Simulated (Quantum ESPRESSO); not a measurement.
**Si2Mo under changes of volume**

One of the cells (13.416 Å³/atom); the others are scaled copies at fixed shape and fractional positions:

```xyz
3
Lattice="-1.6000 1.6000 3.9305 1.6000 -1.6000 3.9305 1.6000 1.6000 -3.9305" Properties=species:S:1:pos:R:3 pbc="T T T"
Mo    0.0000    0.0000    0.0000
Si    0.0000    0.0000    5.2433
Si    0.0000    0.0000    2.6177
```

```yaml
Program: Quantum ESPRESSO 7.5
Functional: LDA
Potentials_or_basis: GBRV 1.5 LDA
Cutoff: 612 eV
Density_cutoff: 4898 eV
k_mesh: 12 × 12 × 12
Occupations: fermi-dirac, width 0.05 eV
Spin: no spin polarisation
```

| volume (Å³/atom) | energy over the lowest point (meV/atom) | pressure (GPa) | largest force (eV/Å) |
| --- | --- | --- | --- |
| 12.611 | ? | ? | ? |
| 12.879 | 0.87 | 2.7 | 0.310 |
| 13.148 | 0.00 | -2.0 | 0.343 |
| 13.416 | 6.71 | -6.3 | 0.374 |
| 13.684 | 20.18 | -10.1 | 0.403 |
| 13.953 | 39.71 | -13.5 | 0.429 |
| 14.221 | 64.64 | -16.6 | 0.454 |

Task: What does the run at 12.611 Å³/atom give?

Result: Energy over the lowest point 10.19 meV/atom; pressure 8.1 GPa; largest force 0.275 eV/Å.

Worked out: A Birch-Murnaghan fit of order 3 (a polynomial in V^(-2/3)) to the other rows has its minimum at 13.04 Å³/atom with B0 = V·E''(V) = 229 GPa and B' = 4.4 at fixed shape and positions, which overstates the stiffness. It gives 10.18 meV/atom at 12.611 Å³/atom, against the run's 10.19, and -dE/dV = 8.3 GPa, against 8.1.

Energies are extrapolated to zero smearing.
